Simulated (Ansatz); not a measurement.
Relaxed NaBr (rock salt):

```yaml
crystal:
  lattice:
    - [0.00000, 5.94759, 5.94759]
    - [2.97379, 0.00000, 2.97379]
    - [2.97379, 2.97379, 0.00000]
  atoms:
    - { symbol: Br, position: [0.00000, 0.00000, 0.00000] }
    - { symbol: Br, position: [0.50000, 0.00000, 0.00000] }
    - { symbol: Na, position: [0.25000, 0.50000, 0.50000] }
    - { symbol: Na, position: [0.75000, 0.50000, 0.50000] }
```

Scan: atom 4 (Na, nearest neighbour Br at 2.974 Å; its periodic images, 4.2 Å or more away, move with it) is displaced along Cartesian x, direction (1.000, 0.000, 0.000) in Cartesian axes, by s. The other atoms stay.

Level of theory: r2SCAN (plane waves to 500 eV, PAW, scalar-relativistic; Ansatz, a first-principles code). k mesh 4×8×8 (Γ-centred), Fermi-Dirac smearing 0.05 eV. Left out: 2 of 11 points, with atoms too close for the PAW data. F∥ is the force on the atom along that direction. NaBr was relaxed with its symmetry unable to fall. 

| s (Å) | F∥ (eV/Å) |
|---|---|
| -0.712 | 3.500 |
| -0.534 | 1.758 |
| -0.356 | 0.829 |
| -0.178 | 0.324 |
| 0.000 | 0.000 |
| 0.178 | -0.324 |
| 0.356 | -0.829 |
| 0.534 | -1.758 |
| 0.712 | -3.500 |

Problem. What is the force constant k = d²E/ds² of this move at s = 0?

Solution. 1.65 eV/Å². The forces along the line at the two nearest points give (0.324 − (-0.324)) / (2·0.178) = 1.82 eV/Å²; the next pair corrects for the finite step.

(A displaced cell: forces are minus the slopes of the energy, force constants its curvatures, and phonons follow from these.)
